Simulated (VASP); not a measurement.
# PbSe (I4/mmm) in VASP: single point with PBE

Aim: the single point of PbSe with PBE.

All numbers are computed with VASP 6.6.1; they aren't measurements. Logs are shortened: lines on timing, memory, paths and dates and some standing lists are left out, and cuts for length are marked.

### Step 1. The cell of the first run

The structure is tetragonal, space group I4/mmm (No. 139). Conventional cell: a = 4.474 Å, b = 4.474 Å, c = 6.177 Å, α = 90.00°, β = 90.00°, γ = 90.00°. Pb (site symmetry 4/mmm) is surrounded by 6 Se at 3.09 to 3.16 Å. Se (site symmetry 4/mmm) is surrounded by 6 Pb at 3.09 to 3.16 Å.

The cell was built by a generator and needn't be a form met in nature.

### Step 2. Single point, PBE (biaxial_xy strain +2.4%)

Contents of INCAR:

```
PREC = Accurate
ENCUT = 520
EDIFF = 1E-6
ISMEAR = -1
SIGMA = 0.02
LREAL = F
LASPH = T
NELM = 100
ALGO = Fast
ISIF = 2
LWAVE = F
LCHARG = F
GGA = PE
NBANDS = 17
```

Contents of KPOINTS:

```
Automatic mesh
0
Gamma
  8 8 8
```

Contents of POSCAR:

```
PbSe
1.0
    0.0000000000      3.1634488067      3.0887022131
    3.1634488067      0.0000000000      3.0887022131
    3.1634488067      3.1634488067      0.0000000000
Pb Se
1 1
Direct
    0.0000000000      0.0000000000      0.0000000000
    0.5000000000      0.5000000000      0.5000000000
```

Potentials or basis: VASP PAW PBE potentials, release 64 (Pb_d, Se).

Command:

```bash
$ cat potpaw_PBE.64/Pb_d/POTCAR potpaw_PBE.64/Se/POTCAR > POTCAR
$ mpirun -np 1 vasp_std > vasp.out
```

OUTCAR:

```text
PREC = Accurate
   ENCUT = 520
   EDIFF = 1E-6
   ISMEAR = -1
   LREAL = F
   LASPH = T
   NELM = 100
   ISIF = 2
   GGA = PE

 ion  position               nearest neighbor table
   1  0.000  0.000  0.000-   2 3.09   2 3.09   2 3.16   2 3.16   2 3.16   2 3.16
   2  0.500  0.500  0.500-   1 3.09   1 3.09   1 3.16   1 3.16   1 3.16   1 3.16

  LATTYP: Found a body centered tetragonal cell.
 ALAT       =     4.4737922063
 C/A-ratio  =     1.3807982448

  Lattice vectors:

 A1 = (   0.0000000000,  -3.1634488067,  -3.0887022131)
 A2 = (   0.0000000000,   3.1634488067,  -3.0887022131)
 A3 = (   3.1634488067,   0.0000000000,   3.0887022131)

Analysis of symmetry for initial positions (statically):
=====================================================================
 Subroutine PRICEL returns:
 Original cell was already a primitive cell.

 Routine SETGRP: Setting up the symmetry group for a
 body centered tetragonal supercell.

 Subroutine GETGRP returns: Found 16 space group operations
 (whereof 16 operations were pure point group operations)
 out of a pool of 16 trial point group operations.

The static configuration has the point symmetry D_4h.

Analysis of symmetry for dynamics (positions and initial velocities):
=====================================================================
 Subroutine PRICEL returns:
 Original cell was already a primitive cell.

 Routine SETGRP: Setting up the symmetry group for a
 body centered tetragonal supercell.

 Subroutine GETGRP returns: Found 16 space group operations
 (whereof 16 operations were pure point group operations)
 out of a pool of 16 trial point group operations.

The dynamic configuration has the point symmetry D_4h.

 Subroutine INISYM returns: Found 16 space group operations
 (whereof 16 operations are pure point group operations),
 and found     1 'primitive' translations

----------------------------------------------------------------------------------------

                                     Primitive cell

  volume of cell :      61.8198

  direct lattice vectors                    reciprocal lattice vectors
     0.000000000  3.163448807  3.088702213    -0.158055347  0.158055347  0.161880287
     3.163448807  0.000000000  3.088702213     0.158055347 -0.158055347  0.161880287
     3.163448807  3.163448807  0.000000000     0.158055347  0.158055347 -0.161880287

  length of vectors
     4.421254315  4.421254315  4.473792206     0.275985893  0.275985893  0.275985893

  position of ions in fractional coordinates (direct lattice)
     0.000000000  0.000000000  0.000000000
     0.500000000  0.500000000  0.500000000

  ion indices of the primitive-cell ions
   primitive index   ion index
                 1           1
                 2           2

----------------------------------------------------------------------------------------

 KPOINTS: Automatic mesh

Automatic generation of k-mesh.
 Grid dimensions read from file:
 generate k-points for:    8    8    8

 Generating k-lattice:

  Cartesian coordinates                     Fractional coordinates (reciprocal lattice)
    -0.019756918  0.019756918  0.020235036     0.125000000  0.000000000  0.000000000
     0.019756918 -0.019756918  0.020235036     0.000000000  0.125000000  0.000000000
     0.019756918  0.019756918 -0.020235036    -0.000000000 -0.000000000  0.125000000

  Length of vectors
     0.034498237  0.034498237  0.034498237

  Shift w.r.t. Gamma in fractional coordinates (k-lattice)
     0.000000000  0.000000000  0.000000000

 Subroutine IBZKPT returns following result:
 ===========================================

 Found     59 irreducible k-points:

 Following reciprocal coordinates:
            Coordinates               Weight
  0.000000  0.000000  0.000000      1.000000
  0.125000 -0.000000  0.000000      8.000000
  0.250000 -0.000000  0.000000      8.000000
  0.375000 -0.000000  0.000000      8.000000
  0.500000 -0.000000  0.000000      4.000000
  0.125000  0.125000  0.000000      2.000000
[... 16 lines left out ...]
  0.250000  0.000000  0.125000     16.000000
  0.375000  0.000000  0.125000     16.000000
 [... further k-points ...]
   k-points           NKPTS =     59   k-points in BZ     NKDIM =     59   number of bands    NBANDS=     17
   number of dos      NEDOS =    301   number of ions     NIONS =      2
   total plane-waves  NPLWV =  46656
   dimension x,y,z NGX =    36 NGY =   36 NGZ =   36
   dimension x,y,z NGXF=    72 NGYF=   72 NGZF=   72
   ions per type =               1   1
   NGX,Y,Z   is equivalent  to a cutoff of  13.54, 13.54, 13.38 a.u.
   NGXF,Y,Z  is equivalent  to a cutoff of  27.07, 27.07, 26.76 a.u.
 SYSTEM =  unknown system
   PREC   = accura    normal or accurate (medium, high low for compatibility)
   ISTART =      0    job   : 0-new  1-cont  2-samecut
   ICHARG =      2    charge: 1-file 2-atom 10-const
   ISPIN  =      1    spin polarized calculation?
   LNONCOLLINEAR =      F non collinear calculations
   LSORBIT =      F    spin-orbit coupling
   LASPH  =      T    aspherical Exc in radial PAW
   ENCUT  =  520.0 eV  38.22 Ry    6.18 a.u.   8.22  8.22  8.32*2*pi/ulx,y,z
   NELM   =    100;   NELMIN=  2; NELMDL= -5     # of ELM steps
   EDIFF  = 0.1E-05   stopping-criterion for ELM
   LREAL  =      F    real-space projection
   EDIFFG = 0.1E-04   stopping-criterion for IOM
   NSW    =      0    number of steps for IOM
   IBRION =     -1    ionic relax: 0-MD 1-quasi-New 2-CG
   NFREE  =      0    steps in history (QN), initial steepest desc. (CG)
   ISIF   =      2    stress and relaxation
   ISYM   =      2    0-nonsym 1-usesym 2-fastsym
   POTIM  = 0.5000    time-step for ionic-motion
   TEBEG  =    0.0;   TEEND  =   0.0 temperature during run
   PSTRESS=    0.0 pullay stress
   NELECT =      20.0000    total number of electrons
   NUPDOWN=      -1.0000    fix difference up-down
   EMIN   =  10.00;   EMAX   =-10.00  energy-range for DOS
   EFERMI =   0.00;   METHOD = LEGACY
   ISMEAR =    -1;   SIGMA  =   0.02  broadening in eV -4-tet -1-fermi 0-gaus
   EFERMI_NEDOS =   21; number of points for ismear=-14 and -15
   IALGO  =     68    algorithm
   IMIX   =      4    mixing-type and parameters
     AMIX     =   0.40;   BMIX     =  1.00
     AMIX_MAG =   1.60;   BMIX_MAG =  1.00
  volume/ion in A,a.u.               =      30.91       208.59
  Fermi-wavevector in a.u.,A,eV,Ry     =   1.123852  2.123771 17.184733  1.263042
  Thomas-Fermi vector in A             =   2.260520
   LORBIT       =      0    0 simple, 1 ext, 2 COOP (PROOUT), +10 PAW based schemes
   GGA     = PE    functional components
   LHFCALC =     F    Hartree Fock is set to
   AEXX    =    0.0000 exact exchange contribution
   IVDW    =     0    specifies the selected vdW correction
   LEPSILON=     F    determine dielectric tensor
   LRPA    =     F    only Hartree local field effects (RPA)
 non-spin polarized calculation
 RMM-DIIS sequential band-by-band and
  energy-cutoff  :      520.00
  volume of cell :       61.82
 maximum number of plane-waves:      1680
 NGX is ok and might be reduce to    36
   NGX = 17   NGY = 17   NGZ = 17

 number of electron      19.9999999 magnetization

 Free energy of the ion-electron system (eV)
  ---------------------------------------------------
  ext. energy  EPLUGINS =         0.00000000
  ---------------------------------------------------
  free energy    TOTEN  =        -8.18533415 eV

  energy without entropy =       -8.18533412  energy(sigma->0) =       -8.18533414

 E-fermi :   4.3869     XC(G=0):  -9.1865

 val. band max:        4.1358148314   @ k =   0.5000  -0.0000   0.0000
 cond. band min:       4.6379549797   @ k =   0.5000  -0.0000   0.0000
 fundamental gap:      0.5021401483
 Fermi energy:         4.3868734830

 k-point     1 :       0.0000    0.0000    0.0000
  band No.  band energies     occupation
      1     -12.5658      2.00000
      2     -12.5604      2.00000
      3     -12.5567      2.00000
      4     -12.5567      2.00000
      5     -12.5455      2.00000
      6      -8.8173      2.00000
[... 9 lines left out ...]
     16      10.9413      0.00000
     17      12.0602      0.00000

 k-point     2 :       0.1250   -0.0000    0.0000
  band No.  band energies     occupation
      1     -12.5645      2.00000
      2     -12.5622      2.00000
      3     -12.5554      2.00000
      4     -12.5534      2.00000
      5     -12.5468      2.00000
      6      -8.7146      2.00000
[... 9 lines left out ...]
     16      11.2004      0.00000
     17      13.0947      0.00000

 k-point     3 :       0.2500   -0.0000    0.0000
  band No.  band energies     occupation
      1     -12.5675      2.00000
      2     -12.5635      2.00000
      3     -12.5558      2.00000
      4     -12.5445      2.00000
      5     -12.5442      2.00000
      6      -8.4358      2.00000
[... 9 lines left out ...]
     16      11.9973      0.00000
     17      14.9082      0.00000

 k-point     4 :       0.3750   -0.0000    0.0000
  band No.  band energies     occupation
      1     -12.5730      2.00000
      2     -12.5662      2.00000
      3     -12.5569      2.00000
      4     -12.5380      2.00000
      5     -12.5350      2.00000
      6      -8.0926      2.00000
[... 9 lines left out ...]
     16      13.2626      0.00000
     17      15.2970      0.00000
[... 343 lines left out ...]
      1     -12.5654      2.00000
      2     -12.5617      2.00000
      3     -12.5585      2.00000
      4     -12.5517      2.00000
      5     -12.5457      2.00000
      6      -8.6826      2.00000
[... 9 lines left out ...]
     16      11.7948      0.00000
     17      12.6496      0.00000

 k-point    23 :       0.2500    0.0000    0.1250
  band No.  band energies     occupation
      1     -12.5729      2.00000
      2     -12.5597      2.00000
      3     -12.5567      2.00000
      4     -12.5487      2.00000
      5     -12.5420      2.00000
      6      -8.4635      2.00000
[... 9 lines left out ...]
     16      12.5918      0.00000
     17      13.8487      0.00000

 k-point    24 :       0.3750    0.0000    0.1250
  band No.  band energies     occupation
      1     -12.5796      2.00000
      2     -12.5607      2.00000
      3     -12.5554      2.00000
      4     -12.5450      2.00000
      5     -12.5348      2.00000
      6      -8.1370      2.00000
[... 9 lines left out ...]
     16      13.7443      0.00000
     17      15.1713      0.00000

 [... further k-points ...]

------------------------ aborting loop because EDIFF is reached ----------------------------------------

  FORCE on cell =-STRESS in cart. coord.  units (eV):
  Direction    XX          YY          ZZ          XY          YZ          ZX
  --------------------------------------------------------------------------------------
  -------------------------------------------------------------------------------------
  Total       -0.7478524     -0.7478524      0.1220475      0.0000000      0.0000000      0.0000000
  in kB      -19.3820099    -19.3820099      3.1630913      0.0000000      0.0000000      0.0000000
  external PRESSURE =     -11.8669761 kB  Pullay stress =       0.0000000 kB

 VOLUME and BASIS-vectors are now :
 -----------------------------------------------------------------------------
  energy-cutoff  :      520.00
  volume of cell :       61.82
      direct lattice vectors                 reciprocal lattice vectors
     0.000000000  3.163448807  3.088702213    -0.158055347  0.158055347  0.161880287
     3.163448807  0.000000000  3.088702213     0.158055347 -0.158055347  0.161880287
     3.163448807  3.163448807  0.000000000     0.158055347  0.158055347 -0.161880287

 POSITION                                       TOTAL-FORCE (eV/Angst)
 -----------------------------------------------------------------------------------
      0.00000      0.00000      0.00000         0.000000     -0.000000     -0.000000
      3.16345      3.16345      3.08870         0.000000      0.000000      0.000000
 -----------------------------------------------------------------------------------
    total drift:                                0.000000      0.000000      0.000000

  FREE ENERGIE OF THE ION-ELECTRON SYSTEM (eV)
  ---------------------------------------------------
  free  energy   TOTEN  =        -8.1853341514 eV

  energy  without entropy=       -8.1853341215  energy(sigma->0) =       -8.18533414
```

Run time: 55 s. Hardware: 1 thread of Intel Xeon 6975P-C (Granite Rapids), shared host; peak memory 0.24 GiB.

Results:

```
Free energy            : -8.1853 eV
Pressure               : -1.2 GPa
Band gap on the k mesh : 0.50 eV, direct
```

Stress tensor (GPa, compression positive):
```
-1.94  0.00  0.00
 0.00 -1.94  0.00
 0.00  0.00  0.32
```

Levels at points of the mesh, in eV from the valence-band top:
| k point | band 7 | band 8 | band 9 | band 10 | band 11 | band 12 | band 13 | band 14 |
| --- | --- | --- | --- | --- | --- | --- | --- | --- |
| (0.00, 0.00, 0.00) | -6.38 | -1.65 | -1.44 | -1.44 | 4.41 | 4.41 | 4.93 | 6.67 |
| (0.50, 0.00, 0.00) | -8.38 | -1.18 | -1.13 | 0.00 | 0.50 | 1.82 | 1.95 | 8.49 |
| (0.50, 0.50, 0.00) | -7.29 | -4.37 | -2.77 | -2.77 | 3.98 | 5.29 | 5.29 | 5.96 |
| (0.50, 0.00, 0.50) | -7.20 | -4.32 | -2.85 | -2.61 | 4.07 | 5.15 | 5.67 | 5.67 |

Caveat: spin-orbit coupling is left out, which as a rule narrows the gap of such compounds by several tenths of an eV.
